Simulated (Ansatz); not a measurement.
Crystal: Sn.

```
Sn
1.0
    -1.72654    1.77555    2.33834
     1.72654   -1.77555    2.33834
     1.72654    1.77555   -2.33834
Sn
1
Direct
  0.00000 0.00000 0.00000
```

This isn't the form of Sn at room conditions, which is tetragonal (white tin).

A run of Ansatz 0.2.0 on this cell left the log below. Logs are shortened: lines on timing, memory, paths and dates and some standing lists are left out, and cuts for length are marked.

```text
Warning: RAYON_NUM_THREADS=2 ignored (pool sized by the plan → 2); use --threads N
scf.n_extra_bands = 6 over 14 filled bands (N_el = 14.0): the run solves 20 bands
Engine: ansatz 0.2.0, aarch64-unknown-linux-gnu
Pseudopotentials: kind: paw_fr
Pseudopotential: Sn, paw_fr, valence charge 14, recommended cutoff 420 eV (normal), Sn.paw.azcp#standard-fr
Functional definition: SPW92
  exchange = slater_x
  correlation = pw_c
non-collinear run that drives no moment, with spin-orbit: no starting moment large enough to seed its density (crystal.atoms[].spin), no starting occupations that ask for one, no magnetisation constraint and no magnetic field, so the semilocal B_xc is pinned to zero
Crystal: 1 atoms, lattice volume = 28.673 Å³
Basis set: ecut = 420 eV, 547 PW (Γ)
Bands: 20, of which v1, the nominal top of the filled ones, is band 14 counted from 1 (13 counted from 0)
Symmetry: 8 space group operations + 8 with time reversal
Magnetic group: BNS 71.534 (UNI 632), of the structure as read, at distance tolerance 3.1e-5 Å
k-points: 95 of 512
Projection manifold: j_resolved (fully-relativistic pseudo-atomic orbitals)
Non-local potential: Sn, projectors of the file, l = 0: 2, l = 1: 4, l = 2: 4, l = 3: 4
PAW form: soft (Blöchl's): semilocal exchange-correlation on the pseudo side does not see the compensation charge
PAW frozen core: Sn, regenerated for the run's functional, and the local potential with it (the file was generated under x = pbe(κ = 0.804, μ = 0.2195149727645171), c = pbe(β = 0.06672455060314922))
PAW one-centre angular grid: Sn, 590 points (default); XC on 64 Gauss nodes
Initial density: superposition of atomic densities (chi_scale 0.1, normalization cell)
Initial wavefunctions: pseudopotential atomic-orbital guess
Functional: x = slater, c = lda
SCF iter   1: F=—  HF=-5881.533885 eV  |F-HF|=—  |Δ(HF+E_count)|=         —  Δρ=8.64e-3  dr2=2.90e-2  dr2_m=0.00e0 (ungated)  ethr=3.10e-3  |M|=0.00e0 ∫|m|=0.00e0 μB  |m|>n=0.0e0 m-floor=0.0e0 τ_xc=0.0e0  β_m=0.30  ⟨swp⟩=9.8  Hψ=6528  notcnv=0
preconditioner: auto → none  [metal: Δε(μ)=0.016 eV  Ē_g=21.016 eV  σ=0.050 eV  W_gap=0.08  n_scr=8 (ndim 8)  ℏωp=25.9 eV  f_vac=0.000  D(μ)=0.54/eV (n_scr^D=0)  sad-step TF]
SCF iter   2: F=—  HF=-5881.524862 eV  |F-HF|=—  |Δ(HF+E_count)|=   9.02e-3  Δρ=7.11e-3  dr2=2.03e-2  dr2_m=0.00e0 (ungated)  ethr=2.07e-4  |M|=0.00e0 ∫|m|=0.00e0 μB  |m|>n=0.0e0 m-floor=0.0e0 τ_xc=0.0e0  β_m=0.58  ⟨swp⟩=2.0  Hψ=1555  notcnv=0  defer=102
SCF iter   3: F=—  HF=-5881.517146 eV  |F-HF|=—  |Δ(HF+E_count)|=   7.72e-3  Δρ=3.34e-3  dr2=2.28e-3  dr2_m=0.00e0 (ungated)  ethr=1.45e-4  |M|=0.00e0 ∫|m|=0.00e0 μB  |m|>n=0.0e0 m-floor=0.0e0 τ_xc=0.0e0  β_m=0.65  ⟨swp⟩=2.9  Hψ=1962  notcnv=0  defer=102
SCF iter   4: F=—  HF=-5881.515460 eV  |F-HF|=—  |Δ(HF+E_count)|=   1.69e-3  Δρ=7.29e-4  dr2=2.03e-4  dr2_m=0.00e0 (ungated)  ethr=1.63e-5  |M|=0.00e0 ∫|m|=0.00e0 μB  |m|>n=0.0e0 m-floor=0.0e0 τ_xc=0.0e0  β_m=0.66  ⟨swp⟩=2.0  Hψ=1798  notcnv=0  defer=102
SCF iter   5: F=—  HF=-5881.515382 eV  |F-HF|=—  |Δ(HF+E_count)|=   7.79e-5  Δρ=2.89e-4  dr2=3.22e-5  dr2_m=0.00e0 (ungated)  ethr=1.45e-6  |M|=0.00e0 ∫|m|=0.00e0 μB  |m|>n=0.0e0 m-floor=0.0e0 τ_xc=0.0e0  β_m=0.78  ⟨swp⟩=2.0  Hψ=1560  notcnv=0  defer=102
SCF iter   6: F=—  HF=-5881.515367 eV  |F-HF|=—  |Δ(HF+E_count)|=   1.47e-5  Δρ=6.44e-5  dr2=1.53e-6  dr2_m=0.00e0 (ungated)  ethr=2.30e-7  |M|=0.00e0 ∫|m|=0.00e0 μB  |m|>n=0.0e0 m-floor=0.0e0 τ_xc=0.0e0  β_m=0.88  ⟨swp⟩=2.4  Hψ=1592  notcnv=0  defer=102
SCF iter   7: F=-5881.515367 eV  HF=-5881.515367 eV  |F-HF|=2.98e-8  |Δ(HF+E_count)|=   7.69e-7  Δρ=9.41e-6  dr2=2.87e-8  dr2_m=0.00e0 (ungated)  ethr=7.14e-10  |M|=0.00e0 ∫|m|=0.00e0 μB  |m|>n=0.0e0 m-floor=0.0e0 τ_xc=0.0e0  ⟨swp⟩=9.4  Hψ=6520  notcnv=0
SCF 1 converged in 7 iterations: F = -5881.515367 eV  dr2 = 2.87e-8
  greatest PAW one-centre occupation: 0.992 electrons in one spin orbital (limit 2), on the Sn atom at site 0 (counted from 0), in its partial waves of l = 2
NSCF: frozen V_eff on 185 k-points
SCF converged after 7 iterations
Magnetization: |M| = 0.0000 μB,  M = (+0.0000, +0.0000, +0.0000) μB
Absolute magnetization: 0.0000 μB (∫|m|)
  site 0: m = (+0.0000, +0.0000, +0.0000) μB, |m| = 0.0000 μB  (R = 1.41 Å)
Free energy (F): -5881.515367 eV
Harris-Foulkes:  -5881.515367 eV  (|F-HF|=2.98e-8)
Internal energy: -5881.510983 eV  (E = F + TS)
E sigma→0 (E₀):  -5881.513175 eV
Entropy (-TS):   -0.004384 eV (-4.384 meV/atom)
Fermi energy:    9.839843 eV
--- Per-component energies (eV) ---
  E_band       = -94.480168
  E_kinetic    = 186.546177
  E_local      = -866.479371  (includes V_loc(G=0)·N_el)
  E_nonlocal   = -28.300412
  E_hartree    = 532.084057
  E_xc         = -379.420007
  E_vxc        = -98.672860  (∫ρ·V_xc dr)
  E_paw        = -3994.854441  (= ΣΔE_a)
  E_vpaw       = -351.749697  (= ΣTr[D̂ρ^β])
  E_aug_tail   = -0.000000  (compensation charges beyond the density's cutoff)
  E_ewald      = -1331.518734
  E_core_change = 0.431749  (= ΣΔE_core)
  E_smearing   = -0.004384  (= −TS)
  E_closure    = 0.000000  (closes the sum)
  Σ components = -5881.515367   (vs F -5881.515367, Δ=0.00e0)
--- Forces (eV/Å), atoms counted from 1 ---
  atom   1  Sn     0.00000000     0.00000000     0.00000000
  max |Σ_I F_I| component: 1.58e-30 eV/Å
--- Stress (GPa, compression-positive) ---
       -4.850693      -0.000000      -0.000000
       -0.000000      -4.363434       0.000000
       -0.000000       0.000000      -5.552182
  P = ⅓ Tr σ = -4.9221 GPa (-49.221 kbar)
--- Band table (eV; the first three rows and the last of 95) ---
  k-point 0: bands = ["-12.2131", "-12.2131", "-12.2106", "-12.2106", "-11.1962", "-11.1962", "-11.1582", "-11.1582", "-11.1427", "-11.1427", "-0.9937", "-0.9937", "16.1427", "16.1427", "17.1154", "17.1154", "17.4718", "17.4718", "20.5382", "20.5382"]
  k-point 1: bands = ["-12.2095", "-12.2095", "-12.2034", "-12.2034", "-11.1887", "-11.1887", "-11.1537", "-11.1537", "-11.1371", "-11.1371", "-0.6008", "-0.6008", "14.9094", "14.9094", "15.6848", "15.6848", "15.9661", "15.9661", "18.6487", "18.6487"]
  k-point 2: bands = ["-12.2042", "-12.2042", "-12.1858", "-12.1858", "-11.1802", "-11.1802", "-11.1492", "-11.1492", "-11.1053", "-11.1053", "0.5761", "0.5761", "12.3284", "12.3284", "13.4809", "13.4809", "13.9824", "13.9824", "17.0751", "17.0751"]
  k-point 94: bands = ["-12.1929", "-12.1929", "-12.1640", "-12.1640", "-11.1706", "-11.1706", "-11.1377", "-11.1377", "-11.0417", "-11.0417", "5.2235", "5.2235", "6.7224", "6.7224", "10.9149", "10.9149", "11.6745", "11.6745", "14.5136", "14.5136"]
```

Task: What input gives this log?

Result: Band structure with LDA, spin-orbit coupling, no magnetisation. The files as run (others can give the same):

input.yaml
```yaml
crystal:
  lattice:
    - [-1.726539, 1.775547, 2.338342]
    - [1.726539, -1.775547, 2.338342]
    - [1.726539, 1.775547, -2.338342]
  atoms:
    - { symbol: Sn, position: [0.0, 0.0, 0.0] }
hamiltonian:
  xc: lda
  pseudopotentials: { kind: paw_fr }
magnetization:
  noncollinear: true
  spin_orbit: true
kpoints:
  mp_grid: { grid: [8, 8, 8] }
  band_path:
    path:
      - [[0.0, 0.0, 0.0], [-0.3862939988, 0.3862939988, 0.3862939988], [-0.2804352521, 0.2804352521, 0.4921527456], [0.0, 0.0, 0.5], [0.25, 0.25, 0.25], [0.0, 0.5, 0.0], [0.3862939988, 0.6137060012, -0.3862939988], [0.5, 0.5, -0.5], [0.0, 0.0, 0.0], [0.3941412533, -0.3941412533, 0.3941412533], [0.5, 0.0, 0.0], [0.25, 0.25, 0.25]]
      - [[0.2804352521, -0.2804352521, 0.5078472544], [0.3941412533, -0.3941412533, 0.3941412533]]
      - [[0.6058587467, 0.3941412533, -0.3941412533], [0.5, 0.5, -0.5]]
    npoints: 14
scf:
  occupations: { method: fermi_dirac, width: 0.05 }
  n_extra_bands: 6
output:
  forces: true
  stress: true
  eigenvalues: true
  fatbands: false
  write_density: true
  write_potential: true
  elf: true
  volumetric_format: npy
```

Potentials or basis: Ansatz PAW.
Run with:
```console
$ ansatz run input.yaml --threads 2 --pin off --max-ram 5632MiB --backend cpu --events-out ev --progress --plain --runs-dir out
```

Caveat: the PAW data sets come from PBE, with cores solved anew for the run's functional, which leaves a small shift of forces and pressure.
